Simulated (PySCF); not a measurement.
Molecule: SMILES C=CCC, C$_{4}$H$_{8}$.

Cartesian coordinates in Å; atom numbers follow the order of the lines, from 1:
```xyz
12

C     1.905    0.313    0.570
C     0.680    0.680    0.191
C    -0.257   -0.143   -0.635
C    -1.556   -0.476    0.095
H     2.326   -0.654    0.275
H     2.535    0.963    1.184
H     0.299    1.659    0.514
H    -0.498    0.410   -1.561
H     0.248   -1.071   -0.951
H    -1.358   -1.064    1.004
H    -2.237   -1.057   -0.545
H    -2.087    0.439    0.403
```

Geometry PBE0-D3(BJ)/def2-SVP throughout; GIAO in PySCF 2.14.0 with density-fitted response routines, gas phase, one conformer, non-relativistic; equivalent atoms averaged; functional PBE0.

Question: How do the absolute shieldings σ depend on the basis set? (ppm; last column core-seconds on shared hosts with different chips, so compare them loosely)

Answer: 
```
    basis set  functions     C2     C1     C3     C4     H7     H6     H5  H8/H9  H10/H11/H12  core-s
       STO-3G         28  120.6  129.3  204.7  215.0  27.29  27.40  27.60  31.04        31.81     1.5
        6-31G         52   62.0   85.2  169.4  183.3  26.29  27.23  27.08  30.40        31.45     2.7
     pcSseg-0         52   41.6   64.1  162.0  176.4  26.99  27.49  27.30  30.79        31.67     2.3
       6-31G*         72   59.8   82.5  164.6  178.6  25.95  26.95  26.81  29.86        30.95     3.4
     def2-SVP         96   53.4   79.1  164.4  178.4  25.49  26.39  26.21  29.43        30.46     4.1
      cc-pVDZ         96   55.1   81.6  164.6  180.1  25.36  26.23  26.04  29.27        30.36     4.8
     pcSseg-1        108   34.2   62.6  152.0  167.8  25.27  26.07  25.94  29.27        30.26     5.8
6-311+G(2d,p)        156   37.5   68.0  154.4  170.6  25.37  26.37  26.24  29.40        30.55     8.9
  aug-cc-pVDZ        164   51.9   81.6  162.9  179.3  25.17  26.12  26.02  29.20        30.35      10
    def2-TZVP        172   36.2   67.1  153.7  170.2  25.32  26.32  26.20  29.36        30.51     9.9
     IGLO-III        220   29.5   61.4  150.4  167.3  25.24  26.22  26.10  29.22        30.39      15
      cc-pVTZ        232   38.3   68.3  154.8  171.3  25.19  26.13  26.02  29.17        30.32      18
     pcSseg-2        256   28.6   60.6  150.3  167.3  25.09  26.04  25.93  29.10        30.25      17
```

Question: Which nucleus moves most, in ppm?

Answer: C2 (alkene CH): from 28.6 ppm with pcSseg-2 to 120.6 ppm with STO-3G. The smallest spread is 1.44 ppm, at H6. Proton shifts span only some 12 ppm, so a few tenths of a ppm matter as much there as several ppm in carbon.

Question: Taking the largest basis, pcSseg-2 (256 functions), as the yardstick, rank the others by their worst heavy-atom deviation.

Answer: IGLO-III 0.9 ppm (220 functions), pcSseg-1 5.6 ppm (108 functions), def2-TZVP 7.6 ppm (172 functions), 6-311+G(2d,p) 8.9 ppm (156 functions), cc-pVTZ 9.8 ppm (232 functions), pcSseg-0 13.1 ppm (52 functions), aug-cc-pVDZ 23.3 ppm (164 functions), def2-SVP 24.8 ppm (96 functions), cc-pVDZ 26.5 ppm (96 functions), 6-31G* 31.3 ppm (72 functions), 6-31G 33.4 ppm (52 functions), STO-3G 92.1 ppm (28 functions).

A small basis that lands close on one nucleus may do so by chance; judge by the trend and by all nuclei.
